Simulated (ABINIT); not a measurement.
# BN (Qingsongite): one start, several treatments of the self-energy

Aim: compare treatments of exchange, screening and correlation for the gap of BN (Qingsongite).

Program: ABINIT 10.8.3. Level of theory: PBE and many-body steps on it, plane waves. Results are calculated unless marked as measured.

### Step 1. The starting structure

It takes space group F-43m (No. 216, cubic). The conventional cell has a = 3.615 Å, b = 3.615 Å, c = 3.615 Å, α = 90.00°, β = 90.00°, γ = 90.00°. B has 4 N at 1.57 Å nearest. Nearest to N lie 4 B at 1.57 Å. Farther neighbours and most contacts between anions are not listed.

Structure file:

```cif
data_structure
_symmetry_space_group_name_H-M 'F-43m'
_symmetry_Int_Tables_number 216
_cell_length_a 3.6150
_cell_length_b 3.6150
_cell_length_c 3.6150
_cell_angle_alpha 90.000
_cell_angle_beta 90.000
_cell_angle_gamma 90.000
_cell_volume 47.24
loop_
_atom_site_label
_atom_site_type_symbol
_atom_site_symmetry_multiplicity
_atom_site_Wyckoff_symbol
_atom_site_fract_x
_atom_site_fract_y
_atom_site_fract_z
_atom_site_occupancy
B1 B 4 a 0.00000 0.00000 0.00000 1
N1 N 4 d 0.25000 0.25000 0.75000 1
```

The cell and positions come from the Crystallography Open Database and are kept as given unless a step says otherwise.

### Step 2. Empty states on the mesh, 8×8×8 mesh, 111 bands

This step: ABINIT 10.8.3; DFT, PBE, plane waves, norm-conserving pseudopotentials.

The sums over transitions need many empty states on a uniform mesh; this step solves for them.

The input, run.abi:

```
acell 3*1.0 Angstrom
rprim 
  -0.000000000000 1.807500000000 1.807500000000
  1.807500000000 0.000000000000 1.807500000000
  1.807500000000 1.807500000000 -0.000000000000
ntypat 2
znucl 5 7
natom 2
typat 1 2
xred 
  0.000000000000 0.000000000000 0.000000000000
  0.250000000000 0.250000000000 0.250000000000
pp_dirpath "pseudos"
pseudos "B.upf, N.upf"
ecut 36
ngkpt 8 8 8
nshiftk 1
shiftk 0 0 0
kptopt 1
chksymbreak 0
irdden 1
istwfk *1
nband 111
prtvol 0
optdriver 6
gwr_task "HDIAGO"
paral_kgb 0
occopt 1
indata_prefix "in"
outdata_prefix "out"
tmpdata_prefix "tmp"
```

The run is started by

```console
$ OMP_NUM_THREADS=1 mpirun -n 4 abinit run.abi > log
```

Log:

```text
.Version 10.8.3 of ABINIT. v10.8.2 released Aug 2026.

 Symmetries : space group F-4 3 m (#216); Bravais cF (face-center cubic)
[... echo of the input left out ...]
== DATASET  1 ==================================================================
-   mpi_nproc: 4, omp_nthreads: 1 (-1 if OMP is not activated)

--- !DatasetInfo
iteration_state: {dtset: 1, }
dimensions: {natom: 2, nkpt: 29, mband: 111, nsppol: 1, nspinor: 1, nspden: 1, mpw: 869, }
cutoff_energies: {ecut:  36.0, pawecutdg:  -1.0, }
[...]
Indirect band gap semiconductor
 Fundamental gap:     4.535 (eV)
   VBM:     8.220 (eV) at k: [ 0.0000E+00,  0.0000E+00,  0.0000E+00]
   CBM:    12.755 (eV) at k: [ 5.0000E-01,  5.0000E-01,  0.0000E+00]
 Direct gap:         8.878 (eV) at k: [ 0.0000E+00,  0.0000E+00,  0.0000E+00]

== END DATASET(S) ==============================================================
================================================================================

 -outvars: echo values of variables after computation  --------
           etotal      0.0000000000E+00
            nband         111
             nkpt          29
          spgroup         216
 [... the other variables as echoed above ...]

 Calculation completed.
```

Run time: 7.4 s. Hardware: 4 MPI ranks of Arm Neoverse V2, shared host; peak memory 0.31 GiB; 29 s of CPU time.

Numbers from this step:

```yaml
gap: 4.535 eV
k_of_the_valence_top: 0, 0, 0
k_of_the_conduction_bottom: 0.5, 0.5, 0
least_direct_gap: 8.878 eV
k_points_computed: 29
lowest_point_of_the_top_converged_band_above_the_valence_top: 212.9686 eV
```

On this mesh the gap is 4.535 eV.

The density comes from a self-consistent run that is not shown.

### Step 3. Screening, 8×8×8 mesh, 103 bands, screening to 304.8 eV

The RPA dielectric matrix is built and inverted for each q.

This step: RPA screening on PBE, plane waves, norm-conserving pseudopotentials.

run.abi, as its differences from that of step 2:

```diff
@@ -20,10 +20,11 @@
 chksymbreak 0
-irdden 1
 istwfk *1
-nband 111
-prtvol 0
-optdriver 6
-gwr_task "HDIAGO"
-paral_kgb 0
 occopt 1
+irdwfk 1
+optdriver 3
+nband 103
+ecuteps 11.2
+inclvkb 2
+awtr 1
+symchi 1
 indata_prefix "in"
```

Log:

```text
.Version 10.8.3 of ABINIT. v10.8.2 released Aug 2026.

 Symmetries : space group F-4 3 m (#216); Bravais cF (face-center cubic)
[... echo of the input left out ...]
== DATASET  1 ==================================================================
-   mpi_nproc: 4, omp_nthreads: 1 (-1 if OMP is not activated)

--- !DatasetInfo
iteration_state: {dtset: 1, }
dimensions: {natom: 2, nkpt: 29, mband: 103, nsppol: 1, nspinor: 1, nspden: 1, mpw: 869, }
cutoff_energies: {ecut:  36.0, pawecutdg:  -1.0, }
electrons: {nelect:   8.00000000E+00, charge:   0.00000000E+00, occopt:   1.00000000E+00, tsmear:   1.00000000E-02, }

 SCREENING: Calculation of the susceptibility and dielectric matrices

 Based on a program developped by R.W. Godby, V. Olevano, G. Onida, and L. Reining.
 Incorporated in ABINIT by V. Olevano, G.-M. Rignanese, and M. Torrent.
.Using double precision arithmetic ; gwpc =  8

[... cell and pseudopotentials left out ...]
--------------------------------------------------------------------------------

 ==== K-mesh for the wavefunctions ====
 Number of points in the irreducible wedge :    29
[... list of points left out ...]
 Together with 24 symmetry operations and time-reversal symmetry
 yields   512 points in the full Brillouin Zone.

 ==== Q-mesh for the screening function ====
 Number of points in the irreducible wedge :    29
[... list of points left out ...]
 Together with 24 symmetry operations and time-reversal symmetry
 yields   512 points in the full Brillouin Zone.

 setmesh: FFT mesh size selected  =    20x   20x   20
          total number of points  =         8000

 vcoul_init : cutoff-mode = AUXILIARY_FUNCTION
 q-points for optical limit:   1
     1)      0.000010    0.000020    0.000030

- screening: taking advantage of time-reversal symmetry
- Maximum band index for partially occupied states nbvw = 4
- Remaining bands to be divided among processors   nbcw = 99
- Number of bands treated by each node ~24

 Number of electrons calculated from density =    8.0000; Expected =    8.0000
 average of density, n =  0.100376
 r_s =    1.3348
 omega_plasma =   30.5612 [eV]

 calculating chi0 at frequencies [eV] :
  1    0.000000E+00    0.000000E+00
  2    0.000000E+00    3.056116E+01

--------------------------------------------------------------------------------
  q-point number  1        q = ( 0.000000, 0.000000, 0.000000) [r.l.u.]
--------------------------------------------------------------------------------
[... chi0 elements left out ...]
 For q-point:  0.000010 0.000020 0.000030
  dielectric constant =   4.3109
  dielectric constant without local fields =   4.6611

  Average fulfillment of the sum rule on Im[epsilon] for q-point    1 :     93.78  [%]
[... wings left out ...]
  q-point number  2        q = ( 0.125000, 0.000000, 0.000000) [r.l.u.]
--------------------------------------------------------------------------------
[... chi0 elements left out ...]
  Average fulfillment of the sum rule on Im[epsilon] for q-point    2 :     99.52  [%]

 [... 27 further q-points ...]
```

Elapsed: 67 s, on 4 MPI ranks; peak memory 0.83 GiB; 4.5 min of CPU time.

This step gave:

```yaml
eps_infinity_with_local_fields_on_this_mesh_along_the_program_s_q_direction: 4.311
the_same_without_local_fields: 4.661
plasma_frequency: 30.56 eV
plane_waves_in_the_screening_matrix: 137
```

Local fields lower ε∞ by 8 %.

### Step 4. G0W0, Godby-Needs plasmon pole

The self-energy is evaluated for the states that the input lists, and the levels follow from it, in one-shot runs by the linearised quasiparticle equation.

This step: G0W0 on PBE, plane waves, norm-conserving pseudopotentials.

run.abi, as its differences from that of step 3:

```diff
@@ -23,8 +23,17 @@
 irdwfk 1
-optdriver 3
+optdriver 4
 nband 103
+gwcalctyp 0
+ecutsigx 36
+symsigma 1
+nkptgw 2
+kptgw 
+  0.0000000000 0.0000000000 0.0000000000
+  0.5000000000 0.5000000000 0.0000000000
+bdgw 
+  2 7
+  3 6
 ecuteps 11.2
-inclvkb 2
-awtr 1
-symchi 1
+irdscr 1
+ppmodel 1
 indata_prefix "in"
```

Log:

```text
.Version 10.8.3 of ABINIT. v10.8.2 released Aug 2026.

 Symmetries : space group F-4 3 m (#216); Bravais cF (face-center cubic)
[... echo of the input left out ...]
== DATASET  1 ==================================================================
-   mpi_nproc: 4, omp_nthreads: 1 (-1 if OMP is not activated)

--- !DatasetInfo
iteration_state: {dtset: 1, }
dimensions: {natom: 2, nkpt: 29, mband: 103, nsppol: 1, nspinor: 1, nspden: 1, mpw: 869, }
cutoff_energies: {ecut:  36.0, pawecutdg:  -1.0, }
electrons: {nelect:   8.00000000E+00, charge:   0.00000000E+00, occopt:   1.00000000E+00, tsmear:   1.00000000E-02, }

 SIGMA: Calculation of the GW corrections

 Based on a program developped by R.W. Godby, V. Olevano, G. Onida, and L. Reining.
 Incorporated in ABINIT by V. Olevano, G.-M. Rignanese, and M. Torrent.
.Using double precision arithmetic ; gwpc =  8

[... cell and pseudopotentials left out ...]
--------------------------------------------------------------------------------

 ==== K-mesh for the wavefunctions ====
 Number of points in the irreducible wedge :    29
[... list of points left out ...]
 Together with 24 symmetry operations and time-reversal symmetry
 yields   512 points in the full Brillouin Zone.

 ==== Q-mesh for screening function ====
 Number of points in the irreducible wedge :    29
[... list of points left out ...]
 Together with 24 symmetry operations and time-reversal symmetry
 yields   512 points in the full Brillouin Zone.

 vcoul_init : cutoff-mode = AUXILIARY_FUNCTION
 q-points for optical limit:   1
     1)      0.000010    0.000020    0.000030
 setmesh: FFT mesh size selected  =    25x   25x   25
          total number of points  =        15625

 Number of electrons calculated from density =    8.0000; Expected =    8.0000
 average of density, n =  0.100376
 r_s =    1.3348
 omega_plasma =   30.5612 [eV]

 === KS Band Gaps ===
  >>>> For spin  1
   Minimum direct gap =   8.8782 [eV], located at k-point      :   0.0000  0.0000  0.0000
   Fundamental gap    =   4.5349 [eV], Top of valence bands at :   0.0000  0.0000  0.0000
                                       Bottom of conduction at :   0.5000  0.5000  0.0000
 SIGMA fundamental parameters:
 PLASMON POLE MODEL  1
 number of plane-waves for SigmaX                  869
 number of plane-waves for SigmaC and W            137
 number of plane-waves for wavefunctions           869
 number of bands                                   103
 number of independent spin polarizations            1
 number of spinorial components                      1
 number of k-points in IBZ                          29
 number of q-points in IBZ                          29
 number of symmetry operations                      24
 number of k-points in BZ                          512
 number of q-points in BZ                          512
 number of frequencies for dSigma/dE                 9
 frequency step for dSigma/dE [eV]                0.25
 number of omega for Sigma on real axis              0
 max omega for Sigma on real axis  [eV]           0.00
 zcut for avoiding poles [eV]                     0.10

 EPSILON^-1 parameters (SCR file):
 dimension of the eps^-1 matrix on file            137
 dimension of the eps^-1 matrix used               137
 number of plane-waves for wavefunctions           869
 number of bands                                   103
 number of q-points in IBZ                          29
 number of frequencies                               2
 number of real frequencies                          1
 number of imag frequencies                          1

 matrix elements of self-energy operator (all in [eV])

 Perturbative Calculation

--- !SelfEnergy_ee
iteration_state: {dtset: 1, }
kpoint     : [   0.000,    0.000,    0.000, ]
spin       : 1
KS_gap     :    8.878
QP_gap     :   10.971
Delta_QP_KS:    2.093
data: !SigmaeeData |
     Band     E0 <VxcDFT>   SigX SigC(E0)      Z dSigC/dE  Sig(E)    E-E0       E
        2   8.220 -18.520 -22.080   2.384   0.827  -0.209 -19.492  -0.973   7.248
        3   8.220 -18.520 -22.080   2.384   0.827  -0.209 -19.492  -0.973   7.248
        4   8.220 -18.520 -22.080   2.384   0.827  -0.209 -19.492  -0.973   7.248
        5  17.099 -13.778  -7.152  -5.297   0.842  -0.187 -12.658   1.120  18.219
        6  17.099 -13.778  -7.152  -5.297   0.842  -0.187 -12.658   1.120  18.219
        7  17.099 -13.778  -7.152  -5.297   0.842  -0.187 -12.658   1.120  18.219

--- !SelfEnergy_ee
iteration_state: {dtset: 1, }
kpoint     : [   0.500,    0.500,    0.000, ]
spin       : 1
KS_gap     :    9.442
QP_gap     :   11.422
Delta_QP_KS:    1.980
data: !SigmaeeData |
     Band     E0 <VxcDFT>   SigX SigC(E0)      Z dSigC/dE  Sig(E)    E-E0       E
        3   3.313 -16.496 -21.657   3.411   0.815  -0.227 -17.923  -1.426   1.887
        4   3.313 -16.496 -21.657   3.411   0.815  -0.227 -17.923  -1.426   1.887
        5  12.755 -12.570  -7.394  -4.527   0.854  -0.171 -12.016   0.554  13.309
        6  17.562 -12.696  -6.779  -5.121   0.851  -0.176 -12.019   0.677  18.239

== END DATASET(S) ==============================================================
================================================================================

 -outvars: echo values of variables after computation  --------
           etotal      0.0000000000E+00
            nband         103
             nkpt          29
          spgroup         216
 [... the other variables as echoed above ...]

 Calculation completed.
```

Elapsed: 9.7 s, on 4 MPI ranks; peak memory 0.83 GiB; 38 s of CPU time.

Numbers from this step:

```
G0W0 gap on the points computed              : 6.061 eV
starting gap on the mesh                     : 4.535 eV
k of the valence top                         : 0, 0, 0
k of the conduction bottom                   : 0.5, 0.5, 0
Z at the valence top                         : 0.827
Z at the conduction bottom                   : 0.854
least direct G0W0 gap on the computed points : 10.97 eV
```

The gap on the mesh goes from 4.53 eV to 6.06 eV, a correction of +1.53 eV.

### Step 5. G0W0, Hybertsen-Louie plasmon pole

run.abi, as its differences from that of step 4:

```diff
@@ -37,3 +37,3 @@
 irdscr 1
-ppmodel 1
+ppmodel 2
 indata_prefix "in"
```

Log:

```text
.Version 10.8.3 of ABINIT. v10.8.2 released Aug 2026.

 Symmetries : space group F-4 3 m (#216); Bravais cF (face-center cubic)
[... echo of the input left out ...]
== DATASET  1 ==================================================================
-   mpi_nproc: 4, omp_nthreads: 1 (-1 if OMP is not activated)

--- !DatasetInfo
iteration_state: {dtset: 1, }
dimensions: {natom: 2, nkpt: 29, mband: 103, nsppol: 1, nspinor: 1, nspden: 1, mpw: 869, }
cutoff_energies: {ecut:  36.0, pawecutdg:  -1.0, }
electrons: {nelect:   8.00000000E+00, charge:   0.00000000E+00, occopt:   1.00000000E+00, tsmear:   1.00000000E-02, }

 SIGMA: Calculation of the GW corrections

 Based on a program developped by R.W. Godby, V. Olevano, G. Onida, and L. Reining.
 Incorporated in ABINIT by V. Olevano, G.-M. Rignanese, and M. Torrent.
.Using double precision arithmetic ; gwpc =  8

[... cell and pseudopotentials left out ...]
--------------------------------------------------------------------------------

 ==== K-mesh for the wavefunctions ====
 Number of points in the irreducible wedge :    29
[... list of points left out ...]
 Together with 24 symmetry operations and time-reversal symmetry
 yields   512 points in the full Brillouin Zone.

 ==== Q-mesh for screening function ====
 Number of points in the irreducible wedge :    29
[... list of points left out ...]
 Together with 24 symmetry operations and time-reversal symmetry
 yields   512 points in the full Brillouin Zone.

 vcoul_init : cutoff-mode = AUXILIARY_FUNCTION
 q-points for optical limit:   1
     1)      0.000010    0.000020    0.000030
 setmesh: FFT mesh size selected  =    25x   25x   25
          total number of points  =        15625

 Number of electrons calculated from density =    8.0000; Expected =    8.0000
[...]
number of omega for Sigma on real axis              0
 max omega for Sigma on real axis  [eV]           0.00
 zcut for avoiding poles [eV]                     0.10

 EPSILON^-1 parameters (SCR file):
 dimension of the eps^-1 matrix on file            137
 dimension of the eps^-1 matrix used               137
 number of plane-waves for wavefunctions           869
 number of bands                                   103
 number of q-points in IBZ                          29
 number of frequencies                               2
 number of real frequencies                          1
 number of imag frequencies                          1

 matrix elements of self-energy operator (all in [eV])

 Perturbative Calculation

--- !SelfEnergy_ee
iteration_state: {dtset: 1, }
kpoint     : [   0.000,    0.000,    0.000, ]
spin       : 1
KS_gap     :    8.878
QP_gap     :   11.214
Delta_QP_KS:    2.336
data: !SigmaeeData |
     Band     E0 <VxcDFT>   SigX SigC(E0)      Z dSigC/dE  Sig(E)    E-E0       E
        2   8.220 -18.520 -22.080   1.882   0.850  -0.177 -19.946  -1.427   6.794
        3   8.220 -18.520 -22.080   1.882   0.850  -0.177 -19.946  -1.427   6.794
        4   8.220 -18.520 -22.080   1.882   0.850  -0.177 -19.946  -1.427   6.794
[...]
--- !SelfEnergy_ee
iteration_state: {dtset: 1, }
kpoint     : [   0.500,    0.500,    0.000, ]
spin       : 1
KS_gap     :    9.442
QP_gap     :   11.618
Delta_QP_KS:    2.176
data: !SigmaeeData |
     Band     E0 <VxcDFT>   SigX SigC(E0)      Z dSigC/dE  Sig(E)    E-E0       E
[...]
5  12.755 -12.570  -7.394  -4.853   0.871  -0.148 -12.288   0.281  13.037
        6  17.562 -12.696  -6.779  -5.416   0.867  -0.154 -12.262   0.434  17.996

== END DATASET(S) ==============================================================
================================================================================

 -outvars: echo values of variables after computation  --------
           etotal      0.0000000000E+00
            nband         103
             nkpt          29
          spgroup         216
 [... the other variables as echoed above ...]

 Calculation completed.
```

The job ended after 9.4 s (4 MPI ranks; peak memory 0.81 GiB).

Numbers from this step:

```
G0W0 gap on the points computed              : 6.243 eV
starting gap on the mesh                     : 4.535 eV
k of the valence top                         : 0, 0, 0
k of the conduction bottom                   : 0.5, 0.5, 0
Z at the valence top                         : 0.85
Z at the conduction bottom                   : 0.871
least direct G0W0 gap on the computed points : 11.21 eV
```

Against G0W0 in ABINIT (8×8×8 mesh, 103 bands, screening to 304.8 eV, Godby-Needs plasmon pole), the gap moves by +0.182 eV.

### Step 6. G0W0, von der Linden-Horsch plasmon pole

run.abi, as its differences from that of step 5:

```diff
@@ -37,3 +37,3 @@
 irdscr 1
-ppmodel 2
+ppmodel 3
 indata_prefix "in"
```

Log:

```text
.Version 10.8.3 of ABINIT. v10.8.2 released Aug 2026.

 Symmetries : space group F-4 3 m (#216); Bravais cF (face-center cubic)
[... echo of the input left out ...]
== DATASET  1 ==================================================================
-   mpi_nproc: 4, omp_nthreads: 1 (-1 if OMP is not activated)

--- !DatasetInfo
iteration_state: {dtset: 1, }
dimensions: {natom: 2, nkpt: 29, mband: 103, nsppol: 1, nspinor: 1, nspden: 1, mpw: 869, }
cutoff_energies: {ecut:  36.0, pawecutdg:  -1.0, }
[...]
Band     E0 <VxcDFT>   SigX SigC(E0)      Z dSigC/dE  Sig(E)    E-E0       E
[...]
5  12.755 -12.570  -7.394  -4.976   0.878  -0.139 -12.395   0.175  12.930
        6  17.562 -12.696  -6.779  -5.550   0.877  -0.140 -12.374   0.322  17.884

== END DATASET(S) ==============================================================
================================================================================

 -outvars: echo values of variables after computation  --------
           etotal      0.0000000000E+00
            nband         103
             nkpt          29
          spgroup         216
 [... the other variables as echoed above ...]

 Calculation completed.
```

Wall time 4.6 s (4 MPI ranks); peak memory 0.75 GiB.

Numbers from this step:

| Quantity | Value |
| --- | --- |
| G0W0 gap on the points computed | 6.094 eV |
| starting gap on the mesh | 4.535 eV |
| k of the valence top | 0, 0, 0 |
| k of the conduction bottom | 0.5, 0.5, 0 |
| least direct G0W0 gap on the computed points | 11.03 eV |

Against G0W0 in ABINIT (8×8×8 mesh, 103 bands, screening to 304.8 eV, Godby-Needs plasmon pole), the gap moves by +0.033 eV.

(Continued in part 2 of 2.)

[Paths, hosts, dates, memory and timing lines, banners, echoed tables and standing remarks are left out of the program output.]

[Logs are printed without paths, hosts, clocks, repeated set-up lines and the standing remarks that a program may print on its own settings, such as how far it seeks lower states.]

[Runs of the session that timed out or met a known fault of the program may be left out.]

[Hosts, paths, dates, database ids (printed as entryN), source tags and the programs' standing remarks are cut or masked in the printed files.]

[G0W0 gaps are taken among the corrected bands and points alone; a level outside them can change the order at an edge.]

[Where Ansatz stands beside ABINIT at settings called matched, ABINIT's density can come from a denser mesh and the files from another edition; pairs whose starting gaps differed by over 0.03 eV were left out, so agreement reads better than it is.]
